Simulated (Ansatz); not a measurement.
# Ti (Fm-3m) in Ansatz: reference runs

Aim: a first look at Ti with PBE, on the cell as given and on a disturbed one.

Program: Ansatz 0.2.0. These are calculated values, not measurements. Logs are shortened: lines on timing, memory, paths and dates and some standing lists are left out, and cuts for length are marked.

**1. Starting point**

The structure is cubic, space group Fm-3m (No. 225). Conventional cell: a = 4.060 Å, b = 4.060 Å, c = 4.060 Å, α = 90.00°, β = 90.00°, γ = 90.00°. Ti (site symmetry m-3m) has 12 Ti at 2.87 Å as nearest neighbours.

This isn't the form of Ti at room conditions, which is hcp.

**2. Single point, PBE**

File input.yaml:

```yaml
crystal:
  lattice:
    - [0.0, 2.03, 2.03]
    - [2.03, 0.0, 2.03]
    - [2.03, 2.03, 0.0]
  atoms:
    - { symbol: Ti, position: [0.0, 0.0, 0.0] }
kpoints:
  mp_grid: { grid: [11, 11, 11] }
scf:
  occupations: { method: fermi_dirac, width: 0.05 }
hamiltonian:
  xc: pbe
  pseudopotentials: { kind: all_electron, lapw: { basis_error: 0.001 } }
output:
  forces: true
  stress: true
  eigenvalues: true
  populations: true
```

Potentials or basis: all-electron LAPW, scalar-relativistic.

The run is started by

```console
ansatz run input.yaml --threads 1 --pin off --max-ram 2560MiB --backend cpu --events-out ev --progress --plain --runs-dir out
```

Log:

```text
Warning: RAYON_NUM_THREADS=1 ignored (pool sized by the plan → 1); use --threads N
Ti: projections on atomic orbitals take those of the free atom 1s2 2s2 2p6 3s2 3p6 3d2 4s2, of charge +0.00 (hamiltonian.pseudopotentials.projection_atoms)
LAPW: plane waves up to 7.677 Å⁻¹, error target 1.0e-3 eV per atom; small_component_spin mean_spin; Ti in spheres of 1.435 Å, 12 of its electrons in bands, Dirac shells [] (how accurate: hamiltonian.pseudopotentials.lapw.basis_error, Limitations)
Engine: ansatz 0.2.0, x86_64-unknown-linux-gnu
Pseudopotentials: kind: all_electron
Pseudopotential: Ti, LAPW, valence charge 12, lapw/all_electron/scalar/gaussian/Ti, Koelling and Harmon's equation, gaussian nucleus
Functional definition: PBE
  parameter kappa = 0.804
  parameter beta = 0.06672455060314922
  exchange = pbe_x(kappa = kappa, mu = beta*pi^2/3)
  correlation = pbe_c(beta = beta)
Crystal: 1 atoms, lattice volume = 16.731 Å³
Basis set: ecut = 224.54001396324827 eV, 137 PW (Γ), exchange–correlation at level 2
Bands: 10, of which v1, the nominal top of the filled ones, is band 6 counted from 1 (5 counted from 0)
Symmetry: 48 space group operations
Space group: Fm-3m (ITA 225), of the structure as read, at distance tolerance 2.6e-5 Å
k-points: 56 of 1331
Non-local potential: Ti, projectors of the file, none
Initial density: superposition of atomic densities (chi_scale 0.1, normalization cell)
Initial wavefunctions: plane waves of lowest kinetic energy (no species holds an atomic orbital)
Functional: x = pbe(κ = 0.804, μ = 0.2195149727645171), c = pbe(β = 0.06672455060314922)
iter 1 solved again at ethr=3.94e-4 eV; its pass at ethr=1.00e-1 eV (dr2=4.73e-2 eV) is discarded
SCF iter   1: F=—  HF=-23233.432724 eV  |F-HF|=—  |Δ(HF+E_count)|=         —  Δρ=2.14e-2  dr2=4.80e-2  ethr=3.94e-4  ⟨swp⟩=2.9  Hψ=4145  notcnv=0
preconditioner: auto → none  [metal: Δε(μ)=0.034 eV  Ē_g=4.637 eV  σ=0.050 eV  W_gap=0.17  n_scr=0 (ndim 8)  ℏωp=18.2 eV  f_vac=0.000  D(μ)=1.44/eV (n_scr^D=14)]
iter 2 solved again at ethr=1.22e-5 eV; its pass at ethr=3.94e-4 eV (dr2=1.47e-3 eV) is discarded
SCF iter   2: F=—  HF=-23233.286832 eV  |F-HF|=—  |Δ(HF+E_count)|=   1.46e-1  Δρ=3.45e-3  dr2=1.47e-3  ethr=1.22e-5  ⟨swp⟩=2.0  Hψ=3006  notcnv=0
SCF iter   3: F=—  HF=-23233.273811 eV  |F-HF|=—  |Δ(HF+E_count)|=   1.30e-2  Δρ=3.29e-3  dr2=1.00e-3  ethr=1.22e-5  ⟨swp⟩=2.8  Hψ=1818  notcnv=0
SCF iter   4: F=—  HF=-23233.274131 eV  |F-HF|=—  |Δ(HF+E_count)|=   3.19e-4  Δρ=2.54e-4  dr2=5.81e-6  ethr=8.34e-6  ⟨swp⟩=2.0  Hψ=1638  notcnv=0
SCF iter   5: F=—  HF=-23233.274136 eV  |F-HF|=—  |Δ(HF+E_count)|=   5.36e-6  Δρ=3.11e-5  dr2=1.35e-7  ethr=4.84e-8  ⟨swp⟩=2.0  Hψ=1638  notcnv=0
SCF iter   6: F=-23233.274136 eV  HF=-23233.274136 eV  |F-HF|=2.76e-10  |Δ(HF+E_count)|=   1.39e-7  Δρ=1.52e-6  dr2=3.88e-10  ethr=1.12e-9  ⟨swp⟩=2.2  Hψ=1659  notcnv=0
SCF 1 converged in 6 iterations: F = -23233.274136 eV  dr2 = 3.88e-10
SCF converged after 6 iterations
Free energy (F): -23233.274136 eV
Harris-Foulkes:  -23233.274136 eV  (|F-HF|=2.76e-10)
Internal energy: -23233.262851 eV  (E = F + TS)
E sigma→0 (E₀):  -23233.268493 eV
Entropy (-TS):   -0.011286 eV (-11.286 meV/atom)
Fermi energy:    14.294388 eV
--- Per-component energies (eV) ---
  E_band       = -144.233931
  E_kinetic    = 23458.855008
  E_xc         = -1148.435585
  E_electrostatic = -45543.682274  (all electrons and nuclei)
  E_smearing   = -0.011286  (= −TS)
  E_closure    = 0.000000  (closes the sum)
  E_atoms      = -23226.621050  (free atoms, spherical and without spin; not in F)
  Σ components = -23233.274136   (vs F -23233.274136, Δ=0.00e0)
  Basis errors (estimates in eV, not in F): energy 1.1e-4 per atom: plane waves 7.6e-5 (3.8e-5 summed), levels above the bands 6.4e-70, relativity 9.2e-9, radial functions 3.7e-5, core shells 3.0e-8; eigenvalues (radial functions only) 1.4e-6; not estimated: angular momenta, meshes, grids; target (lapw.basis_error) 1.0e-3; muffin-tin radii Ti 1.435 Å
--- Forces (eV/Å), atoms counted from 1 ---
  atom   1  Ti    -0.00000000     0.00000000     0.00000000
  max |Σ_I F_I| component: 2.47e-32 eV/Å
--- Stress (GPa, compression-positive) ---
        4.182461      -0.000000      -0.000000
       -0.000000       4.182461       0.000000
       -0.000000       0.000000       4.182461
  P = ⅓ Tr σ = 4.1825 GPa (41.825 kbar)
--- Band table (eV; the first three rows and the last of 56) ---
  k-point 0: bands = ["-42.2933", "-18.1248", "-18.1248", "-18.1248", "8.1436", "15.2054", "15.2054", "15.2054", "16.9289", "16.9289"]
  k-point 1: bands = ["-42.2820", "-18.1873", "-18.1325", "-18.1325", "8.4179", "15.0357", "15.3026", "15.3026", "16.8675", "16.8675"]
  k-point 2: bands = ["-42.2517", "-18.3529", "-18.1532", "-18.1532", "9.1852", "14.6450", "15.4750", "15.4750", "16.8250", "16.8250"]
  k-point 55: bands = ["-42.1042", "-18.6375", "-18.5966", "-18.3841", "12.7178", "13.6125", "14.1645", "16.5715", "18.2396", "22.7233"]
--- Löwdin populations: 1 site ---
  site symbol       q [e]
     0     Ti     21.8817
  spilling = 0.005378 (of n_electrons = 22.000000)
```

Run time: 2.3 s. Hardware: 1 thread of Intel Xeon Platinum 8488C (Sapphire Rapids), shared host; peak memory 0.28 GiB.

Results:

| Property | Result |
| --- | --- |
| Free energy | -23233.2741 eV |
| Pressure | 4.2 GPa |
| Band gap on the k mesh | none (metal or under the smearing width) |

**3. Equation of state, PBE**

Potentials or basis: all-electron LAPW, scalar-relativistic.

This step only gathers the single runs of the series.

Results:

- Equilibrium volume: 17.36 Å³/atom
- Bulk modulus: 106 GPa
- Pressure derivative of the bulk modulus: 3.5

Energy against volume, from the lowest point:
```
volume (Å³/atom)  energy (meV/atom)
          15.727              59.01
          16.062              36.12
          16.396              19.28
          16.731               7.95
          17.065               1.66
          17.400               0.00
          17.735               2.59
```

PBE usually gives volumes a little too large and moduli too small. Zero-point motion and thermal expansion aren't in these numbers.

**4. Single point, PBE (cell strained at random at fixed volume)**

input.yaml, as its differences from that of step 2:

```diff
@@ -2,7 +2,7 @@
   lattice:
-    - [0.0, 2.03, 2.03]
-    - [2.03, 0.0, 2.03]
-    - [2.03, 2.03, 0.0]
+    - [0.021768, 1.998691, 2.031315]
+    - [2.006457, 0.002994, 2.050089]
+    - [2.039505, 2.050514, -0.030055]
   atoms:
-    - { symbol: Ti, position: [0.0, 0.0, 0.0] }
+    - { symbol: Ti, position: [-0.01567, 0.00381, 0.006629] }
 kpoints:
```

Potentials or basis: all-electron LAPW, scalar-relativistic.

The run is started by

```console
ansatz run input.yaml --threads 1 --pin off --max-ram 2560MiB --backend cpu --events-out ev --progress --plain --runs-dir out
```

Log:

```text
Warning: RAYON_NUM_THREADS=1 ignored (pool sized by the plan → 1); use --threads N
Ti: projections on atomic orbitals take those of the free atom 1s2 2s2 2p6 3s2 3p6 3d2 4s2, of charge +0.00 (hamiltonian.pseudopotentials.projection_atoms)
LAPW: plane waves up to 7.816 Å⁻¹, error target 1.0e-3 eV per atom; small_component_spin mean_spin; Ti in spheres of 1.407 Å, 12 of its electrons in bands, Dirac shells [] (how accurate: hamiltonian.pseudopotentials.lapw.basis_error, Limitations)
Engine: ansatz 0.2.0, x86_64-unknown-linux-gnu
Pseudopotentials: kind: all_electron
Pseudopotential: Ti, LAPW, valence charge 12, lapw/all_electron/scalar/gaussian/Ti, Koelling and Harmon's equation, gaussian nucleus
Functional definition: PBE
  parameter kappa = 0.804
  parameter beta = 0.06672455060314922
  exchange = pbe_x(kappa = kappa, mu = beta*pi^2/3)
  correlation = pbe_c(beta = beta)
Crystal: 1 atoms, lattice volume = 16.731 Å³
Basis set: ecut = 232.76998038696243 eV, 137 PW (Γ), exchange–correlation at level 2
Bands: 10, of which v1, the nominal top of the filled ones, is band 6 counted from 1 (5 counted from 0)
Symmetry: 2 space group operations
Space group: P-1 (ITA 2), of the structure as read, at distance tolerance 2.6e-5 Å
k-points: 666 of 1331
Non-local potential: Ti, projectors of the file, none
Initial density: superposition of atomic densities (chi_scale 0.1, normalization cell)
Initial wavefunctions: plane waves of lowest kinetic energy (no species holds an atomic orbital)
Functional: x = pbe(κ = 0.804, μ = 0.2195149727645171), c = pbe(β = 0.06672455060314922)
iter 1 solved again at ethr=4.72e-4 eV; its pass at ethr=1.00e-1 eV (dr2=5.67e-2 eV) is discarded
SCF iter   1: F=—  HF=-23233.426090 eV  |F-HF|=—  |Δ(HF+E_count)|=         —  Δρ=2.30e-2  dr2=5.74e-2  ethr=4.72e-4  ⟨swp⟩=2.9  Hψ=49417  notcnv=0
preconditioner: auto → none  [metal: Δε(μ)=0.003 eV  Ē_g=4.637 eV  σ=0.050 eV  W_gap=0.01  n_scr=0 (ndim 8)  ℏωp=18.2 eV  f_vac=0.000  D(μ)=1.49/eV (n_scr^D=14)]
iter 2 solved again at ethr=1.17e-5 eV; its pass at ethr=4.72e-4 eV (dr2=1.41e-3 eV) is discarded
SCF iter   2: F=—  HF=-23233.280318 eV  |F-HF|=—  |Δ(HF+E_count)|=   1.46e-1  Δρ=3.45e-3  dr2=1.41e-3  ethr=1.17e-5  ⟨swp⟩=2.0  Hψ=35733  notcnv=0
SCF iter   3: F=—  HF=-23233.268335 eV  |F-HF|=—  |Δ(HF+E_count)|=   1.20e-2  Δρ=3.43e-3  dr2=1.13e-3  ethr=1.17e-5  ⟨swp⟩=2.9  Hψ=21780  notcnv=0
SCF iter   4: F=—  HF=-23233.268624 eV  |F-HF|=—  |Δ(HF+E_count)|=   2.88e-4  Δρ=3.25e-4  dr2=1.15e-5  ethr=9.40e-6  ⟨swp⟩=2.0  Hψ=19594  notcnv=0
SCF iter   5: F=—  HF=-23233.268627 eV  |F-HF|=—  |Δ(HF+E_count)|=   3.65e-6  Δρ=3.02e-5  dr2=9.17e-8  ethr=9.59e-8  ⟨swp⟩=2.0  Hψ=19594  notcnv=0
SCF iter   6: F=-23233.268628 eV  HF=-23233.268628 eV  |F-HF|=2.51e-9  |Δ(HF+E_count)|=   1.90e-7  Δρ=7.35e-6  dr2=7.79e-9  ethr=7.64e-10  ⟨swp⟩=2.6  Hψ=20367  notcnv=0
SCF 1 converged in 6 iterations: F = -23233.268628 eV  dr2 = 7.79e-9
SCF converged after 6 iterations
Free energy (F): -23233.268628 eV
Harris-Foulkes:  -23233.268628 eV  (|F-HF|=2.51e-9)
Internal energy: -23233.256632 eV  (E = F + TS)
E sigma→0 (E₀):  -23233.262630 eV
Entropy (-TS):   -0.011996 eV (-11.996 meV/atom)
Fermi energy:    14.289352 eV
--- Per-component energies (eV) ---
  E_band       = -144.276001
  E_kinetic    = 23458.875731
  E_xc         = -1148.437908
  E_electrostatic = -45543.694454  (all electrons and nuclei)
  E_smearing   = -0.011996  (= −TS)
  E_closure    = 0.000000  (closes the sum)
  E_atoms      = -23226.621050  (free atoms, spherical and without spin; not in F)
  Σ components = -23233.268628   (vs F -23233.268628, Δ=0.00e0)
  Basis errors (estimates in eV, not in F): energy 1.2e-4 per atom: plane waves 8.9e-5 (4.6e-5 summed), levels above the bands 2.4e-69, relativity 9.1e-9, radial functions 3.3e-5, core shells 5.5e-8; eigenvalues (radial functions only) 9.1e-7; not estimated: angular momenta, meshes, grids; target (lapw.basis_error) 1.0e-3; muffin-tin radii Ti 1.407 Å
--- Forces (eV/Å), atoms counted from 1 ---
  atom   1  Ti     0.00000000     0.00000000     0.00000000
  max |Σ_I F_I| component: 0.00e0 eV/Å
--- Stress (GPa, compression-positive) ---
        4.849974      -1.866673       0.192616
       -1.866673       4.604658       1.539337
        0.192616       1.539337       3.426783
  P = ⅓ Tr σ = 4.2938 GPa (42.938 kbar)
--- Band table (eV; the first three rows and the last of 666) ---
  k-point 0: bands = ["-42.2983", "-18.1523", "-18.1262", "-18.1059", "8.1449", "14.9837", "15.1962", "15.4126", "16.8405", "17.0275"]
  k-point 1: bands = ["-42.2882", "-18.2106", "-18.1329", "-18.1127", "8.4084", "14.8450", "15.2582", "15.4897", "16.8081", "16.9815"]
  k-point 2: bands = ["-42.2610", "-18.3658", "-18.1511", "-18.1300", "9.1469", "14.5017", "15.3596", "15.6240", "16.8377", "16.9613"]
  k-point 665: bands = ["-42.1369", "-18.8858", "-18.2808", "-18.2614", "11.8595", "14.5777", "15.0820", "15.2517", "17.9906", "18.6242"]
--- Löwdin populations: 1 site ---
  site symbol       q [e]
     0     Ti     21.8800
  spilling = 0.005457 (of n_electrons = 22.000000)
```

It took 21 s on 1 thread of Intel Xeon Platinum 8488C (Sapphire Rapids), shared host; peak memory 0.56 GiB.

What came out:

```
Free energy            : -23233.2686 eV
Pressure               : 4.3 GPa
Band gap on the k mesh : none (metal or under the smearing width)
```

**5. The runs side by side**

```tsv
task	cell	cutoff (eV)	basis error allowed	gap on the mesh (eV)	pressure (GPa)
single point	as given	225	0.001 eV/atom	none	4.2
equation of state	as given	-	0.0005 eV/atom	-	-
single point	cell strained at random at fixed volume	233	0.001 eV/atom	none	4.3
```

Alike in all rows: level PBE; potentials or basis all-electron LAPW, scalar-relativistic; no spin polarisation; k mesh 11 × 11 × 11; smearing fermi-dirac 0.05 eV.

Compare energies only between runs with the same functional and basis.
